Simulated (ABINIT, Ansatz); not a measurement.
# CaO (Lime): G0W0 with ABINIT, start to end, part 2 of 3

Wanted: ground state, empty states, screening and self-energy for CaO (Lime).

ABINIT 10.8.3; PBE and many-body steps on it, plane waves. Known limits of the many-body steps: not at the basis limit.

So far. Step 2 (Ground state): The gap is indirect, with the least direct gap 0.37 eV higher.

## Step 3: Bands along the symmetry lines

Level of this step: DFT, PBE, plane waves, norm-conserving pseudopotentials (ABINIT).

Levels along a band path, at the cheap level, show where the edges lie and whether the meshes to come will hold them.

Input file run.abi:

```
acell 3*1.0 Angstrom
rprim 
  -0.000000000000 2.406500000000 2.406500000000
  2.406500000000 -0.000000000000 2.406500000000
  2.406500000000 2.406500000000 -0.000000000000
ntypat 2
znucl 20 8
natom 2
typat 1 2
xred 
  0.000000000000 0.000000000000 0.000000000000
  0.500000000000 0.500000000000 0.500000000000
pp_dirpath "pseudos"
pseudos "Ca.upf, O.upf"
ecut 36
iscf -2
irdden 1
kptopt 0
nkpt 50
kpt 
  0.00000000 0.00000000 0.00000000
  0.06250000 0.00000000 0.06250000
  0.12500000 0.00000000 0.12500000
  0.18750000 0.00000000 0.18750000
  0.25000000 0.00000000 0.25000000
  0.31250000 0.00000000 0.31250000
  0.37500000 0.00000000 0.37500000
  0.43750000 0.00000000 0.43750000
  0.50000000 0.00000000 0.50000000
  0.51562500 0.03125000 0.51562500
  0.53125000 0.06250000 0.53125000
  0.54687500 0.09375000 0.54687500
  0.56250000 0.12500000 0.56250000
  0.57812500 0.15625000 0.57812500
  0.59375000 0.18750000 0.59375000
  0.60937500 0.21875000 0.60937500
  0.62500000 0.25000000 0.62500000
  0.37500000 0.37500000 0.75000000
  0.32812500 0.32812500 0.65625000
  0.28125000 0.28125000 0.56250000
  0.23437500 0.23437500 0.46875000
  0.18750000 0.18750000 0.37500000
  0.14062500 0.14062500 0.28125000
  0.09375000 0.09375000 0.18750000
  0.04687500 0.04687500 0.09375000
  0.00000000 0.00000000 0.00000000
  0.06250000 0.06250000 0.06250000
  0.12500000 0.12500000 0.12500000
  0.18750000 0.18750000 0.18750000
  0.25000000 0.25000000 0.25000000
  0.31250000 0.31250000 0.31250000
  0.37500000 0.37500000 0.37500000
  0.43750000 0.43750000 0.43750000
  0.50000000 0.50000000 0.50000000
  0.50000000 0.46875000 0.53125000
  0.50000000 0.43750000 0.56250000
  0.50000000 0.40625000 0.59375000
  0.50000000 0.37500000 0.62500000
  0.50000000 0.34375000 0.65625000
  0.50000000 0.31250000 0.68750000
  0.50000000 0.28125000 0.71875000
  0.50000000 0.25000000 0.75000000
  0.50000000 0.21875000 0.71875000
  0.50000000 0.18750000 0.68750000
  0.50000000 0.15625000 0.65625000
  0.50000000 0.12500000 0.62500000
  0.50000000 0.09375000 0.59375000
  0.50000000 0.06250000 0.56250000
  0.50000000 0.03125000 0.53125000
  0.50000000 0.00000000 0.50000000
istwfk *1
nband 15
nbdbuf 2
tolwfr 1e-08
nstep 40
prtwf 0
prtvol 0
indata_prefix "in"
outdata_prefix "out"
tmpdata_prefix "tmp"
```

Started as:

```console
OMP_NUM_THREADS=1 mpirun -n 8 abinit run.abi > log
```

Numbers of over 12 decimals in the logs are rounded to 6 here.

Output:

```text
.Version 10.8.3 of ABINIT. v10.8.2 released Aug 2026.

 Symmetries : space group Fm -3 m (#225); Bravais cF (face-center cubic)
[... echo of the input left out ...]
== DATASET  1 ==================================================================
-   mpi_nproc: 8, omp_nthreads: 1 (-1 if OMP is not activated)

--- !DatasetInfo
iteration_state: {dtset: 1, }
dimensions: {natom: 2, nkpt: 50, mband: 15, nsppol: 1, nspinor: 1, nspden: 1, mpw: 1964, }
cutoff_energies: {ecut:  36.0, pawecutdg:  -1.0, }
electrons: {nelect:   1.60000000E+01, charge:   0.00000000E+00, occopt:   1.00000000E+00, tsmear:   1.00000000E-02, }

 Real(R)+Recip(G) space primitive vectors, cartesian coordinates (Bohr,Bohr^-1):
 R(1)=  0.0000000  4.5476259  4.5476259  G(1)= -0.1099475  0.1099475  0.1099475
 R(2)=  4.5476259  0.0000000  4.5476259  G(2)=  0.1099475 -0.1099475  0.1099475
 R(3)=  4.5476259  4.5476259  0.0000000  G(3)=  0.1099475  0.1099475 -0.1099475
 Unit cell volume ucvol=  1.8809801E+02 bohr^3
 Angles (23,13,12)=  6.00000000E+01  6.00000000E+01  6.00000000E+01 degrees

 getcut: wavevector=  0.0000  0.0000  0.0000  ngfft=  36  36  36
         ecut(hartree)=     36.000   => boxcut(ratio)=   2.07246

--- Pseudopotential description ------------------------------------------------
- Ca Generated using ONCVPSP code by D. R. Hamann
- 20.00000  10.00000  171031                  znucl, zion, pspdat
12 -101130 2 -1 1766                          pspcod,pspxc,lmax,lloc,mmax
     nproj     2     2     2
  pspatm : epsatm=   12.33471919
         --- l  ekb(1:nproj) -->
             0   10.063789    0.972391
             1    3.049878    0.471799
             2   -3.406671   -1.078890
 pspatm: atomic psp has been read  and splines computed

- O Generated using ONCVPSP code by D. R. Hamann
-  8.00000   6.00000  171031                  znucl, zion, pspdat
12 -101130 2 -1 936                           pspcod,pspxc,lmax,lloc,mmax
     nproj     2     2     1
  pspatm : epsatm=    6.19545534
         --- l  ekb(1:nproj) -->
[...]
2   -1.331955
 pspatm: atomic psp has been read  and splines computed

--------------------------------------------------------------------------------

================================================================================
 prteigrs : about to open file out_EIG
 Non-SCF case, kpt    1 (  0.00000  0.00000  0.00000), residuals and eigenvalues=
  1.62E-09  1.56E-09  5.40E-09  5.32E-09  1.82E-09  2.53E-09  3.79E-09  5.35E-09
  1.18E-09  3.88E-09  7.88E-09  5.10E-09  6.00E-09  7.83E-09  7.63E-09
 -1.1984E+00 -4.9133E-01 -4.9133E-01 -4.9133E-01 -3.8219E-01  1.8612E-01
  1.8612E-01  1.8612E-01  3.5937E-01  4.1497E-01  4.1497E-01  4.1497E-01
[...]
Non-SCF case, kpt    2 (  0.06250  0.00000  0.06250), residuals and eigenvalues=
  2.66E-09  4.09E-09  2.02E-09  5.11E-09  6.28E-09  2.51E-09  3.47E-09  6.62E-09
[...]
3.83E-09  5.53E-09  1.77E-09  3.07E-09  2.90E-09  2.90E-09  3.36E-09  3.11E-09
  1.40E-09  2.87E-09  7.71E-09  1.66E-09  3.06E-09  7.58E-09  4.54E-08
[...]
Non-SCF case, kpt   49 (  0.50000  0.03125  0.53125), residuals and eigenvalues=
[...]
Non-SCF case, kpt   50 (  0.50000  0.00000  0.50000), residuals and eigenvalues=
[...]
-1.1936E+00 -5.1294E-01 -4.9951E-01 -4.9951E-01 -3.7352E-01  1.3836E-01
  1.7235E-01  1.7235E-01  3.2070E-01  4.8094E-01  5.1203E-01  5.3511E-01
[...]
--- !ResultsGS
iteration_state: {dtset: 1, }
comment   : Summary of ground state results
lattice_vectors:
- [ -0.0000000,   4.5476259,   4.5476259, ]
- [  4.5476259,  -0.0000000,   4.5476259, ]
- [  4.5476259,   4.5476259,  -0.0000000, ]
lattice_lengths: [   6.43131,    6.43131,    6.43131, ]
lattice_angles: [ 60.000,  60.000,  60.000, ] # degrees, (23, 13, 12)
lattice_volume:   1.8809801E+02
convergence: {deltae:  0.000E+00, res2:  0.000E+00, residm:  9.931E-09, diffor:  0.000E+00, }
etotal    :  -5.53869081E+01
entropy   :   0.00000000E+00
fermie    :   1.86115127E-01
cartesian_stress_tensor: null
pressure_GPa: null
xred      :
- [  0.0000E+00,   0.0000E+00,   0.0000E+00, Ca]
- [  5.0000E-01,   5.0000E-01,   5.0000E-01,  O]
cartesian_forces: null
force_length_stats: {min: null, max: null, mean: null, }

 Integrated electronic density in atomic spheres:
 ------------------------------------------------
 Atom  Sphere_radius  Integrated_density
[...]
================================================================================

 ----iterations are completed or convergence reached----

 Mean square residual over all n,k,spin=   47.443E-10; max=  99.313E-10
 reduced coordinates (array xred) for    2 atoms
       0.000000000000      0.000000000000      0.000000000000
       0.500000000000      0.500000000000      0.500000000000

 cartesian coordinates (angstrom) at end:
    1      0.000000     0.000000     0.000000
    2      2.406500     2.406500     2.406500
 length scales=  1.889726125908  1.889726125908  1.889726125908 bohr
              =  1.000000000000  1.000000000000  1.000000000000 angstroms
 prteigrs : about to open file out_EIG
 Eigenvalues (hartree) for nkpt=  50  k points:
 kpt#   1, nband= 15, wtk=  1.00000, kpt=  0.0000  0.0000  0.0000 (reduced coord)
[...]
kpt#   2, nband= 15, wtk=  1.00000, kpt=  0.0625  0.0000  0.0625 (reduced coord)
[...]
kpt#   3, nband= 15, wtk=  1.00000, kpt=  0.1250  0.0000  0.1250 (reduced coord)
[...]
kpt#  49, nband= 15, wtk=  1.00000, kpt=  0.5000  0.0313  0.5313 (reduced coord)
  -1.19360   -0.51282   -0.49980   -0.49964   -0.37299    0.13846    0.17099    0.17154
   0.32280    0.48187    0.51324    0.53097    0.53512    0.60227    0.67945
 kpt#  50, nband= 15, wtk=  1.00000, kpt=  0.5000  0.0000  0.5000 (reduced coord)
  -1.19360   -0.51294   -0.49951   -0.49951   -0.37352    0.13836    0.17235    0.17235
   0.32070    0.48094    0.51203    0.53511    0.53511    0.59844    0.67927

== END DATASET(S) ==============================================================
================================================================================

 -outvars: echo values of variables after computation  --------
            nband          15
             nkpt          50
          spgroup         225
 [... the other variables as echoed above ...]

 Calculation completed.
```

Elapsed: 5.3 s, on 8 MPI ranks of Arm Neoverse V2, shared host; peak memory 0.47 GiB; 37 s of CPU time.

This step gave:

* gap: 3.662 eV
* k of the valence top: 0, 0, 0
* k of the conduction bottom: 0.5, 0, 0.5
* least direct gap: 4.037 eV

The gap is 3.662 eV, as in the run before at this level.

The electronic bands at the labelled points (eV, zero at the top of the highest filled band; v1 is the highest filled band, c1 the lowest empty one):

```
    point      v4     v3     v2     v1    c1    c2    c3    c4
        Γ  -15.46   0.00   0.00   0.00  4.71  6.23  6.23  6.23
  halfway  -14.95  -1.66  -0.30  -0.30  4.72  6.60  8.04  8.04
        X  -15.23  -1.30  -0.37  -0.37  3.66  8.02  8.87  9.50
  halfway  -15.12  -1.28  -0.69  -0.50  4.09  8.21  8.91  9.12
        U  -14.87  -1.32  -1.20  -0.77  5.14  7.97  8.54  9.02
jump to K  -14.87  -1.32  -1.20  -0.77  5.14  7.97  8.54  9.02
  halfway  -14.71  -1.79  -0.92  -0.55  6.10  7.02  7.20  8.02
        Γ  -15.46   0.00   0.00   0.00  4.71  6.23  6.23  6.23
  halfway  -14.82  -1.52  -0.65  -0.65  6.25  6.84  7.17  7.17
        L  -14.30  -2.61  -1.18  -1.18  7.03  8.33  8.33  8.49
  halfway  -14.58  -2.03  -1.11  -1.04  6.74  6.82  8.73  8.91
        W  -14.86  -1.27  -1.05  -1.05  6.31  6.31  8.36  9.50
  halfway  -15.04  -1.25  -0.84  -0.66  4.49  8.25  8.28  9.38
        X  -15.23  -1.30  -0.37  -0.37  3.66  8.02  8.87  9.50
```

The electronic bands as a text plot (rows in eV, shown from -8.0 to 7.7 only):

```
    7.4 |+   +  +++        +  +++++   ++    +++     ++      +
    6.7 |  ++ ++            ++  +++++    ++++++++++++++++  +
    6.1 |++  +             +  +++++++++++++++            +++
    5.4 |  +++            +        ++    ++                 +
    4.8 |++   ++         +           ++++                    +
    4.1 |       +++    ++                                     ++
    3.5 |          ++++                                         +
    2.8 |
    2.2 |
    1.5 |
    0.8 |
    0.2 |****                        ****
   -0.5 | *  **************   ********  *****                ****
   -1.1 |  ***     ****************        * ********************
   -1.8 |     *****        ******           ***       ***
   -2.4 |                                      *******
   -3.1 |
   -3.7 |
   -4.4 |
   -5.1 |
   -5.7 |
   -6.4 |
   -7.0 |
   -7.7 |
         Γ           X  U|K            Γ         L        W     X
```

## Step 4: Empty states on the mesh, 6×6×6 mesh, 168 bands

The sums over transitions need many empty states on a uniform mesh; this step solves for them.

Input file run.abi:

```
acell 3*1.0 Angstrom
rprim 
  -0.000000000000 2.406500000000 2.406500000000
  2.406500000000 -0.000000000000 2.406500000000
  2.406500000000 2.406500000000 -0.000000000000
ntypat 2
znucl 20 8
natom 2
typat 1 2
xred 
  0.000000000000 0.000000000000 0.000000000000
  0.500000000000 0.500000000000 0.500000000000
pp_dirpath "pseudos"
pseudos "Ca.upf, O.upf"
ecut 36
ngkpt 6 6 6
nshiftk 1
shiftk 0 0 0
kptopt 1
chksymbreak 0
irdden 1
istwfk *1
nband 168
prtvol 0
optdriver 6
gwr_task "HDIAGO"
paral_kgb 0
occopt 1
indata_prefix "in"
outdata_prefix "out"
tmpdata_prefix "tmp"
```

Output:

```text
[banner, memory and clock lines left out]
.Version 10.8.3 of ABINIT. v10.8.2 released Aug 2026.

 Symmetries : space group Fm -3 m (#225); Bravais cF (face-center cubic)
[... echo of the input left out ...]
== DATASET  1 ==================================================================
-   mpi_nproc: 8, omp_nthreads: 1 (-1 if OMP is not activated)

--- !DatasetInfo
iteration_state: {dtset: 1, }
dimensions: {natom: 2, nkpt: 16, mband: 168, nsppol: 1, nspinor: 1, nspden: 1, mpw: 1964, }
cutoff_energies: {ecut:  36.0, pawecutdg:  -1.0, }
electrons: {nelect:   1.60000000E+01, charge:   0.00000000E+00, occopt:   1.00000000E+00, tsmear:   1.00000000E-02, }

.Using double precision arithmetic; gwpc =  8

- Reading GS density from: in_DEN

--- Pseudopotential description ------------------------------------------------
- Ca Generated using ONCVPSP code by D. R. Hamann
- 20.00000  10.00000  171031                  znucl, zion, pspdat
12 -101130 2 -1 1766                          pspcod,pspxc,lmax,lloc,mmax
     nproj     2     2     2
  pspatm : epsatm=   12.33471919
         --- l  ekb(1:nproj) -->
             0   10.063789    0.972391
             1    3.049878    0.471799
             2   -3.406671   -1.078890
 pspatm: atomic psp has been read  and splines computed

- O Generated using ONCVPSP code by D. R. Hamann
-  8.00000   6.00000  171031                  znucl, zion, pspdat
12 -101130 2 -1 936                           pspcod,pspxc,lmax,lloc,mmax
     nproj     2     2     1
  pspatm : epsatm=    6.19545534
         --- l  ekb(1:nproj) -->
             0    6.056735    0.824024
             1   -4.717130   -1.149271
             2   -1.331955
 pspatm: atomic psp has been read  and splines computed

   2.96482793E+02                                ecore*ucvol(ha*bohr**3)

 Total charge density [el/Bohr^3]
)     Maximum=    9.2154E-01  at reduced coord.    0.4444    0.5556    0.5556
)     Minimum=    5.1365E-03  at reduced coord.    0.2500    0.2500    0.2500
   Integrated=    1.6000E+01

 === KS gaps after direct diagonalization ===
 Indirect band gap semiconductor
 Fundamental gap:     3.662 (eV)
   VBM:     5.064 (eV) at k: [ 0.0000E+00,  0.0000E+00,  0.0000E+00]
   CBM:     8.727 (eV) at k: [ 5.0000E-01,  5.0000E-01,  0.0000E+00]
 Direct gap:         4.037 (eV) at k: [ 5.0000E-01,  5.0000E-01,  0.0000E+00]

== END DATASET(S) ==============================================================

 -outvars: echo values of variables after computation  --------
           etotal      0.0000000000E+00
            nband         168
             nkpt          16
          spgroup         225
 [... the other variables as echoed above ...]

 Calculation completed.
```

Wall time 18 s (8 MPI ranks); peak memory 2.1 GiB; 2.3 min of CPU time.

Numbers from this step:

```
gap                                                           : 3.662 eV
k of the valence top                                          : 0, 0, 0
k of the conduction bottom                                    : 0.5, 0.5, 0
least direct gap                                              : 4.037 eV
k points computed                                             : 16
lowest point of the top converged band, above the valence top : 164.3910 eV
```

On this mesh the gap is 3.662 eV.

## Step 5: Screening, 6×6×6 mesh, 160 bands, screening to 239.5 eV

The RPA dielectric matrix is built and inverted for each q.

This step: RPA screening on PBE, plane waves, norm-conserving pseudopotentials.

Edit run.abi of step 4 so:

```diff
@@ -20,10 +20,11 @@
 chksymbreak 0
-irdden 1
 istwfk *1
-nband 168
-prtvol 0
-optdriver 6
-gwr_task "HDIAGO"
-paral_kgb 0
 occopt 1
+irdwfk 1
+optdriver 3
+nband 160
+ecuteps 8.8
+inclvkb 2
+awtr 1
+symchi 1
 indata_prefix "in"
```

Output:

```text
.Version 10.8.3 of ABINIT. v10.8.2 released Aug 2026.

 Symmetries : space group Fm -3 m (#225); Bravais cF (face-center cubic)
[... echo of the input left out ...]
== DATASET  1 ==================================================================
-   mpi_nproc: 8, omp_nthreads: 1 (-1 if OMP is not activated)

--- !DatasetInfo
iteration_state: {dtset: 1, }
dimensions: {natom: 2, nkpt: 16, mband: 160, nsppol: 1, nspinor: 1, nspden: 1, mpw: 1964, }
cutoff_energies: {ecut:  36.0, pawecutdg:  -1.0, }
electrons: {nelect:   1.60000000E+01, charge:   0.00000000E+00, occopt:   1.00000000E+00, tsmear:   1.00000000E-02, }

 SCREENING: Calculation of the susceptibility and dielectric matrices

 Based on a program developped by R.W. Godby, V. Olevano, G. Onida, and L. Reining.
 Incorporated in ABINIT by V. Olevano, G.-M. Rignanese, and M. Torrent.
.Using double precision arithmetic ; gwpc =  8

[... cell and pseudopotentials left out ...]
--------------------------------------------------------------------------------

 ==== K-mesh for the wavefunctions ====
 Number of points in the irreducible wedge :    16
[... list of points left out ...]
 Together with 48 symmetry operations and time-reversal symmetry
 yields   216 points in the full Brillouin Zone.

 ==== Q-mesh for the screening function ====
 Number of points in the irreducible wedge :    16
[... list of points left out ...]
 Together with 48 symmetry operations and time-reversal symmetry
 yields   216 points in the full Brillouin Zone.

 setmesh: FFT mesh size selected  =    25x   25x   25
          total number of points  =        15625

 vcoul_init : cutoff-mode = AUXILIARY_FUNCTION
 q-points for optical limit:   1
     1)      0.000010    0.000020    0.000030

- screening: taking advantage of time-reversal symmetry
- Maximum band index for partially occupied states nbvw = 8
- Remaining bands to be divided among processors   nbcw = 152
- Number of bands treated by each node ~19

 Number of electrons calculated from density =   16.0000; Expected =   16.0000
 average of density, n =  0.085062
 r_s =    1.4106
 omega_plasma =   28.1335 [eV]

 calculating chi0 at frequencies [eV] :
  1    0.000000E+00    0.000000E+00
  2    0.000000E+00    2.813348E+01

--------------------------------------------------------------------------------
  q-point number  1        q = ( 0.000000, 0.000000, 0.000000) [r.l.u.]
--------------------------------------------------------------------------------
[... chi0 elements left out ...]
 For q-point:  0.000010 0.000020 0.000030
  dielectric constant =   3.5669
  dielectric constant without local fields =   3.9233

  Average fulfillment of the sum rule on Im[epsilon] for q-point    1 :     81.51  [%]
[... wings left out ...]
  q-point number  2        q = ( 0.166667, 0.000000, 0.000000) [r.l.u.]
--------------------------------------------------------------------------------
[... chi0 elements left out ...]
  Average fulfillment of the sum rule on Im[epsilon] for q-point    2 :     87.37  [%]

 [... 14 further q-points ...]
```

Wall time 86 s (8 MPI ranks); peak memory 1.7 GiB; 11 min of CPU time.

This step gave:

```
ε∞ with local fields, on this mesh, along the program's q direction : 3.567
the same without local fields                                       : 3.923
plasma frequency                                                    : 28.13 eV
plane waves in the screening matrix                                 : 259
```

Local fields lower ε∞ by 9 %.

(Continued in part 3 of 3.)

[Paths, hosts, dates, memory and timing lines, banners, echoed tables and standing remarks are left out of the program output.]

[Logs are printed without paths, hosts, clocks, repeated set-up lines and the standing remarks that a program may print on its own settings, such as how far it seeks lower states.]

[Runs of the session that timed out or met a known fault of the program may be left out.]

[Hosts, paths, dates, database ids (printed as entryN), source tags and the programs' standing remarks are cut or masked in the printed files.]

[G0W0 gaps are taken among the corrected bands and points alone; a level outside them can change the order at an edge.]

[Where Ansatz stands beside ABINIT at settings called matched, ABINIT's density can come from a denser mesh and the files from another edition; pairs whose starting gaps differed by over 0.03 eV were left out, so agreement reads better than it is.]
